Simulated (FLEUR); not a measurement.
# SnO under changes of volume

One of the cells (17.769 Å³/atom); the others are scaled copies at fixed shape and fractional positions:

```xyz
4
Lattice="3.8137 0.0000 0.0000 0.0000 3.8137 0.0000 0.0000 0.0000 4.8869" Properties=species:S:1:pos:R:3 pbc="T T T"
Sn    1.9068    0.0000    3.7367
Sn    0.0000    1.9068    1.1503
O     0.0000    0.0000    0.0000
O     1.9068    1.9068    0.0000
```

The cell is a database's computed one.

* Program: FLEUR MaX-R8.1 (later development tree)
* Functional: r2SCAN
* Potentials or basis: all-electron
* Basis: FLAPW
* Kmax: 4.53 1/bohr
* k mesh: 7 × 7 × 6
* Occupations: fermi-dirac, width 0.05 eV
* Spin: no spin polarisation

| volume (Å³/atom) | energy over the lowest point (meV/atom) | gap on the mesh (eV) |
| --- | --- | --- |
| 16.703 | 18.74 | 0.24 |
| 17.058 | 7.19 | 0.33 |
| 17.769 | 0.00 | 0.51 |
| 18.480 | 9.98 | 0.67 |
| 18.835 | ? | ? |

Q: What does the run at 18.835 Å³/atom give?

A: Energy over the lowest point 20.34 meV/atom; gap on the mesh 0.74 eV.

Worked out: A Birch-Murnaghan fit of order 2 (a polynomial in V^(-2/3)) to the other rows has its minimum at 17.69 Å³/atom with B0 = V·E''(V) = 100 GPa at fixed shape and positions, which overstates the stiffness. It gives 20.55 meV/atom at 18.835 Å³/atom, against the run's 20.34. A straight line through the other rows of the gap, of slope 4.27 eV per unit of ln V, extrapolates to 0.75 eV, against the run's 0.74.

Energies are extrapolated to zero smearing.

Caveats: the meta-GGA is that of a development version, with a GGA for the radial functions and cores and without core tails; spin-orbit coupling is left out, which moves the levels of the heavy elements; an odd mesh through Γ misses points on the zone boundary, where band edges often lie.
